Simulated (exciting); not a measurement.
# Na (Im-3m) in exciting: further runs

Aim: see how the results for Na move with the level of theory and the settings. Levels: PBE (libxc)+TS, RPBE. Tasks: effective masses, band structure.

Program: exciting (release sodium). These are calculated values, not measurements. Logs are shortened: lines on timing, memory, paths and dates and some standing lists are left out, and cuts for length are marked.

### 1 Starting point

The structure is cubic, space group Im-3m (No. 229). The conventional cell has a = 4.282 Å, b = 4.282 Å, c = 4.282 Å, α = 90.00°, β = 90.00°, γ = 90.00°. Around Na (site symmetry m-3m) lie 8 Na at 3.71 Å.

### 2 Effective masses, PBE (libxc)+TS

input.xml reads:

```xml
<input>
  <title>Na</title>
  <structure speciespath="./" tshift="false">
    <crystal scale="1.88972612463">
      <basevect>-2.141000000000 2.141000000000 2.141000000000</basevect>
      <basevect>2.141000000000 -2.141000000000 2.141000000000</basevect>
      <basevect>2.141000000000 2.141000000000 -2.141000000000</basevect>
    </crystal>
    <species speciesfile="Na.xml" rmt="2">
      <atom coord="0.000000000000 0.000000000000 0.000000000000"/>
    </species>
  </structure>
  <groundstate do="fromscratch" ngridk="9 9 9" rgkmax="7" gmaxvr="14" lmaxapw="10" lmaxmat="10" lmaxvr="8" stype="Fermi Dirac" swidth="0.00099958" nempty="8" ValenceRelativity="iora*" epsengy="1e-06" epspot="1e-06" maxscl="80" outputlevel="high">
    <libxc exchange="XC_GGA_X_PBE" correlation="XC_GGA_C_PBE"/>
  </groundstate>
  <properties>
    <masstensor vklem="0 0 0" ndspem="1" deltaem="0.025"/>
    <TSvdW/>
  </properties>
</input>
```

Potentials or basis: all-electron LAPW+lo, shipped species files, valence relativity iora*.

On the command line:

```
OMP_NUM_THREADS=1 exciting_smp
```

INFO.OUT:

```text
================================================================================
EXCITING SODIUM started
[... 10 lines left out ...]

 Lattice vectors (cartesian) :
     -4.0459036328      4.0459036328      4.0459036328
      4.0459036328     -4.0459036328      4.0459036328
      4.0459036328      4.0459036328     -4.0459036328

 Reciprocal lattice vectors (cartesian) :
     -0.0000000000      0.7764872668      0.7764872668
      0.7764872668     -0.0000000000      0.7764872668
      0.7764872668      0.7764872668     -0.0000000000

 Unit cell volume                           :     264.9150272944
 Brillouin zone volume                      :       0.9363387799

 Species :    1 (Na)
     parameters loaded from                 :    Na.xml
     name                                   :    sodium
     nuclear charge                         :     -11.00000000
     electronic charge                      :      11.00000000
     atomic mass                            :   41907.78700000
     muffin-tin radius                      :       2.00000000
     # of radial points in muffin-tin       :     300

     atomic positions (lattice) :
[... 7 lines left out ...]
 Number of crystal symmetries               :      48

 k-point grid                               :       9    9    9
 Total number of k-points                   :      35
 k-point set is reduced with crystal symmetries

 R^MT_min * |G+k|_max (rgkmax)              :       7.00000000
 Species with R^MT_min                      :       1 (Na)
 Maximum |G+k| for APW functions            :       3.50000000
 Maximum |G| for potential and density      :      14.00000000
 Polynomial order for pseudochg. density    :       9

 G-vector grid sizes                        :      32    32    32
 Total number of G-vectors                  :   12215

 Maximum angular momentum used for
     APW functions                          :      10
     computing H and O matrix elements      :      10
     potential and density                  :       8
     inner part of muffin-tin               :       2

 Total nuclear charge                       :     -11.00000000
 Total electronic charge                    :      11.00000000
 Total core charge                          :       2.00000000
 Total valence charge                       :       9.00000000

 Effective Wigner radius, r_s               :       1.79146544

 Number of empty states                     :       8
 Total number of valence states             :      13

 Maximum Hamiltonian size                   :     209
 Maximum number of plane-waves              :     201
 Total number of local-orbitals             :       8

 Exchange-correlation type                  :     100
     libxc; exchange: Perdew, Burke & Ernzerhof; correlation: Perdew, Burke & Ernzerhof (see libxc for references)

 Smearing scheme                            :    Fermi-Dirac
 Smearing width                             :       0.00099958

 Using multisecant Broyden potential mixing
[... 6 lines left out ...]
* Groundstate module started                                                   *
********************************************************************************
 Output level for this task is set to high

++++++++++++++++++++++++++++++++++++++++++++++++++++++++++++++++++++++++++++++++
[... 5 lines left out ...]
+ SCF iteration number :    1                                                  +
++++++++++++++++++++++++++++++++++++++++++++++++++++++++++++++++++++++++++++++++
 Total energy                               :      -162.53457286
 _______________________________________________________________
 Fermi energy                               :         0.00975912
 Kinetic energy                             :       162.57135260
 Coulomb energy                             :      -310.74192504
 Exchange energy                            :       -13.97082266
 Correlation energy                         :        -0.39317777
 Sum of eigenvalues                         :       -85.07336159
 Effective potential energy                 :      -247.64471419
 Coulomb potential energy                   :      -229.13088332
 xc potential energy                        :       -18.51383087
 Hartree energy                             :        56.56437456
 Electron-nuclear energy                    :      -342.25963243
 Nuclear-nuclear energy                     :       -25.04666716
 Madelung energy                            :      -196.17648338
 Core-electron kinetic energy               :         0.00000000

 DOS at Fermi energy (states/Ha/cell)       :        11.66452341

 Electron charges :
     core                                   :         2.00000000
     core leakage                           :         0.00000000
     valence                                :         9.00000000
     interstitial                           :         1.05922819
     charge in muffin-tin spheres :
                  atom     1    Na          :         9.94077181
     total charge in muffin-tins            :         9.94077181
     total charge                           :        11.00000000

++++++++++++++++++++++++++++++++++++++++++++++++++++++++++++++++++++++++++++++++
+ SCF iteration number :    2                                                  +
++++++++++++++++++++++++++++++++++++++++++++++++++++++++++++++++++++++++++++++++
 Total energy                               :      -162.47566882
 _______________________________________________________________
 Fermi energy                               :         0.00925481
 Kinetic energy                             :       162.56664083
 Coulomb energy                             :      -310.68312187
 Exchange energy                            :       -13.96605221
 Correlation energy                         :        -0.39313557
 Sum of eigenvalues                         :       -85.04898411
 Effective potential energy                 :      -247.61562494
 Coulomb potential energy                   :      -229.10809857
 xc potential energy                        :       -18.50752636
 Hartree energy                             :        56.52835613
 Electron-nuclear energy                    :      -342.16481084
 Nuclear-nuclear energy                     :       -25.04666716
 Madelung energy                            :      -196.12907258
 Core-electron kinetic energy               :         0.00000000

 DOS at Fermi energy (states/Ha/cell)       :        11.66520520

 Electron charges :
     core                                   :         2.00000000
     core leakage                           :         0.00000000
     valence                                :         9.00000000
     interstitial                           :         1.05980158
     charge in muffin-tin spheres :
                  atom     1    Na          :         9.94019842
     total charge in muffin-tins            :         9.94019842
     total charge                           :        11.00000000

 RMS change in effective potential (target) :  0.463613      ( 0.100000E-05)
 Absolute change in total energy   (target) :  0.589040E-01  ( 0.100000E-05)
 Charge distance                   (target) :  0.654291E-03  ( 0.100000E-04)

++++++++++++++++++++++++++++++++++++++++++++++++++++++++++++++++++++++++++++++++
+ SCF iteration number :    3                                                  +
++++++++++++++++++++++++++++++++++++++++++++++++++++++++++++++++++++++++++++++++
 Total energy                               :      -162.44433135
 _______________________________________________________________
 Fermi energy                               :         0.00881492
 Kinetic energy                             :       162.55870111
 Coulomb energy                             :      -310.64664943
 Exchange energy                            :       -13.96326512
 Correlation energy                         :        -0.39311791
 Sum of eigenvalues                         :       -85.03757563
 Effective potential energy                 :      -247.59627675
 Coulomb potential energy                   :      -229.09242131
[... 333 lines left out ...]
 Electron charges :
     core                                   :         2.00000000
     core leakage                           :         0.00000000
     valence                                :         9.00000000
     interstitial                           :         1.06000424
     charge in muffin-tin spheres :
                  atom     1    Na          :         9.93999576
     total charge in muffin-tins            :         9.93999576
     total charge                           :        11.00000000

 RMS change in effective potential (target) :  0.426619E-07  ( 0.100000E-05)
 Absolute change in total energy   (target) :  0.865384E-06  ( 0.100000E-05)
 Charge distance                   (target) :  0.103403E-07  ( 0.100000E-04)

++++++++++++++++++++++++++++++++++++++++++++++++++++++++++++++++++++++++++++++++
+ SCF iteration number :   13                                                  +
++++++++++++++++++++++++++++++++++++++++++++++++++++++++++++++++++++++++++++++++
 Total energy                               :      -162.43303732
 _______________________________________________________________
 Fermi energy                               :         0.00752955
 Kinetic energy                             :       162.52012148
 Coulomb energy                             :      -310.59938631
 Exchange energy                            :       -13.96063466
 Correlation energy                         :        -0.39313783
 Sum of eigenvalues                         :       -85.04335446
 Effective potential energy                 :      -247.56347594
 Coulomb potential energy                   :      -229.06302406
 xc potential energy                        :       -18.50045188
 Hartree energy                             :        56.48969508
 Electron-nuclear energy                    :      -342.04241422
 Nuclear-nuclear energy                     :       -25.04666716
 Madelung energy                            :      -196.06787427
 Core-electron kinetic energy               :         0.00000000

 DOS at Fermi energy (states/Ha/cell)       :        11.66922277

 Electron charges :
     core                                   :         2.00000000
     core leakage                           :         0.00000000
     valence                                :         9.00000000
     interstitial                           :         1.06000424
     charge in muffin-tin spheres :
                  atom     1    Na          :         9.93999576
     total charge in muffin-tins            :         9.93999576
     total charge                           :        11.00000000

 RMS change in effective potential (target) :  0.370639E-08  ( 0.100000E-05)
 Absolute change in total energy   (target) :  0.528717E-07  ( 0.100000E-05)
 Charge distance                   (target) :  0.644109E-09  ( 0.100000E-04)

++++++++++++++++++++++++++++++++++++++++++++++++++++++++++++++++++++++++++++++++
| Convergency criteria checked for the last 2 iterations                       +
| Convergence targets achieved. Performing final SCF iteration                 +
++++++++++++++++++++++++++++++++++++++++++++++++++++++++++++++++++++++++++++++++
 Total energy                               :      -162.43303731
 _______________________________________________________________
 Fermi energy                               :         0.00752955
 Kinetic energy                             :       162.52012148
 Coulomb energy                             :      -310.59938630
 Exchange energy                            :       -13.96063466
 Correlation energy                         :        -0.39313783
 Sum of eigenvalues                         :       -85.04335445
 Effective potential energy                 :      -247.56347594
 Coulomb potential energy                   :      -229.06302406
 xc potential energy                        :       -18.50045188
 Hartree energy                             :        56.48969507
 Electron-nuclear energy                    :      -342.04241421
 Nuclear-nuclear energy                     :       -25.04666716
 Madelung energy                            :      -196.06787426
 Core-electron kinetic energy               :         0.00000000

 DOS at Fermi energy (states/Ha/cell)       :        11.66922159

 Electron charges :
     core                                   :         2.00000000
     core leakage                           :         0.00000000
     valence                                :         9.00000000
     interstitial                           :         1.06000424
     charge in muffin-tin spheres :
                  atom     1    Na          :         9.93999576
     total charge in muffin-tins            :         9.93999576
     total charge                           :        11.00000000

++++++++++++++++++++++++++++++++++++++++++++++++++++++++++++++++++++++++++++++++
[... 9 lines left out ...]
| EXCITING SODIUM stopped                                                      =
================================================================================
```

Run time: 22 s. Hardware: 1 thread of Intel Xeon 6975P-C (Granite Rapids), shared host; peak memory 0.11 GiB.

What came out:

```yaml
Free_energy: -4420.0293 eV
Band_gap_on_the_k_mesh: none (metal or under the smearing width)
All_electrons_inside_the_program's_atomic_spheres: Na 9.94 (radii Na 2.0 bohr)
Dispersion_energy_per_atom: -1.462 eV
```

Levels at points of the mesh, in eV from the Fermi level:
```
           k point  band 2  band 3  band 4  band 5  band 6  band 7
(0.00, 0.00, 0.00)  -24.90  -24.90  -24.90   -3.11   11.41   11.41
```

Effective masses (electron masses; levels in eV from the Fermi level):
| band | level | masses, principal |
| --- | --- | --- |
| 5 | -3.11 | 0.969, 0.969, 0.969 |

Caveat: the log's total energy holds no entropy term; the free energy is that total less TS from the occupations; the dispersion energy is computed afterwards and isn't part of the total energy; the masses are finite differences along the axes, which mix bands that are degenerate at the k point.

### 3 Band structure, RPBE (cell strained at random at fixed volume)

input.xml reads:

```xml
<input>
  <title>Na</title>
  <structure speciespath="./" tshift="false" cartesian="true">
    <crystal scale="1.88972612463">
      <basevect>-2.102722000000 2.154943000000 2.038791000000</basevect>
      <basevect>2.232027000000 -2.200019000000 2.213172000000</basevect>
      <basevect>2.057410000000 2.154707000000 -2.083867000000</basevect>
    </crystal>
    <species speciesfile="Na.xml" rmt="2">
      <atom coord="0.000000000000 0.000000000000 0.000000000000"/>
    </species>
  </structure>
  <groundstate do="fromscratch" ngridk="9 9 9" rgkmax="7" gmaxvr="14" lmaxapw="10" lmaxmat="10" lmaxvr="8" stype="Methfessel-Paxton 1" swidth="0.00036749" nempty="8" ValenceRelativity="iora*" epsengy="1e-06" epspot="1e-06" maxscl="80" outputlevel="normal">
    <libxc exchange="XC_GGA_X_RPBE" correlation="XC_GGA_C_PBE"/>
  </groundstate>
  <properties>
    <bandstructure>
      <plot1d>
        <path steps="60">
          <point coord="0 0.5 -0.5" label="X"/>
          <point coord="0 0 0" label="G"/>
          <point coord="0.5 -0.5 0" label="Y" breakafter="true"/>
          <point coord="0.5 0 -0.5" label="L"/>
          <point coord="0 0 0" label="G"/>
          <point coord="-0.5 0 0" label="Z" breakafter="true"/>
          <point coord="-0.5 0.5 -0.5" label="N"/>
          <point coord="0 0 0" label="G"/>
          <point coord="0 -0.5 0" label="M" breakafter="true"/>
          <point coord="0 0 -0.5" label="R"/>
          <point coord="0 0 0" label="G"/>
        </path>
      </plot1d>
    </bandstructure>
    <dos nwdos="300" winddos="-0.6 0.5" inttype="tetra" ngrdos="100" nsmdos="2" lmirep="true"/>
  </properties>
</input>
```

Potentials or basis: all-electron LAPW+lo, shipped species files, valence relativity iora*.

On the command line:

```
OMP_NUM_THREADS=1 exciting_smp
```

Wall time 97 s (1 thread of Intel Xeon 6975P-C (Granite Rapids), shared host); peak memory 0.12 GiB.

It converged, with:

```
Free energy                                       : -4422.7204 eV
Band gap on the k mesh                            : none (metal or under the smearing width)
All electrons inside the program's atomic spheres : Na 9.94 (radii Na 2.0 bohr)
```

Levels at the corners of the path, in eV from the Fermi level:
```
point  band 3  band 4  band 5  band 6  band 7  band 8
    X  -24.98  -24.97    0.65    1.10    7.97    8.63
    Γ  -24.97  -24.97   -3.16   11.02   11.14   11.55
    Y  -24.98  -24.97    0.62    1.06    8.08    8.74
    L  -24.98  -24.97    0.96    1.47    7.68    8.22
    Γ  -24.97  -24.97   -3.16   11.02   11.14   11.55
    Z  -24.98  -24.97    0.79    1.28    7.74    8.13
    N  -24.99  -24.98    4.32    4.43    4.62    4.70
    Γ  -24.97  -24.97   -3.16   11.02   11.14   11.55
    M  -24.98  -24.97    0.53    0.94    8.06    9.06
    R  -24.98  -24.97    0.76    1.24    7.85    8.24
    Γ  -24.97  -24.97   -3.16   11.02   11.14   11.55
```

States per cell in windows of 0.5 eV (zero at the Fermi level; states under -8 eV left out):
| from (eV) | total | Na1 p | Na1 s | Na1 d |
| --- | --- | --- | --- | --- |
| -8.0 | 0.00 | 0.00 | 0.00 | 0.00 |
| -7.5 | 0.00 | 0.00 | 0.00 | 0.00 |
| -7.0 | 0.00 | 0.00 | 0.00 | 0.00 |
| -6.5 | 0.00 | 0.00 | 0.00 | 0.00 |
| -6.0 | 0.00 | 0.00 | 0.00 | 0.00 |
| -5.5 | 0.00 | 0.00 | 0.00 | 0.00 |
| -5.0 | 0.00 | 0.00 | 0.00 | 0.00 |
| -4.5 | 0.00 | 0.00 | 0.00 | 0.00 |
| -4.0 | 0.00 | 0.00 | 0.00 | 0.00 |
| -3.5 | 0.02 | 0.00 | 0.00 | 0.00 |
| -3.0 | 0.08 | 0.00 | 0.01 | 0.00 |
| -2.5 | 0.13 | 0.00 | 0.01 | 0.00 |
| -2.0 | 0.16 | 0.00 | 0.01 | 0.00 |
| -1.5 | 0.18 | 0.00 | 0.01 | 0.00 |
| -1.0 | 0.20 | 0.00 | 0.01 | 0.00 |
| -0.5 | 0.23 | 0.01 | 0.01 | 0.00 |
| 0.0 | 0.28 | 0.01 | 0.01 | 0.00 |
| 0.5 | 0.30 | 0.01 | 0.01 | 0.00 |
| 1.0 | 0.26 | 0.01 | 0.01 | 0.00 |
| 1.5 | 0.28 | 0.01 | 0.01 | 0.00 |
| 2.0 | 0.36 | 0.01 | 0.01 | 0.00 |
| 2.5 | 0.34 | 0.01 | 0.01 | 0.00 |
| 3.0 | 0.33 | 0.01 | 0.01 | 0.00 |
| 3.5 | 0.35 | 0.01 | 0.01 | 0.00 |
| 4.0 | 0.38 | 0.01 | 0.01 | 0.00 |
| 4.5 | 0.41 | 0.02 | 0.01 | 0.00 |
| 5.0 | 0.41 | 0.02 | 0.01 | 0.01 |
| 5.5 | 0.41 | 0.02 | 0.01 | 0.01 |
| 6.0 | 0.41 | 0.02 | 0.01 | 0.01 |
| 6.5 | 0.43 | 0.02 | 0.01 | 0.01 |
| 7.0 | 0.43 | 0.02 | 0.01 | 0.01 |
| 7.5 | 0.48 | 0.02 | 0.02 | 0.01 |
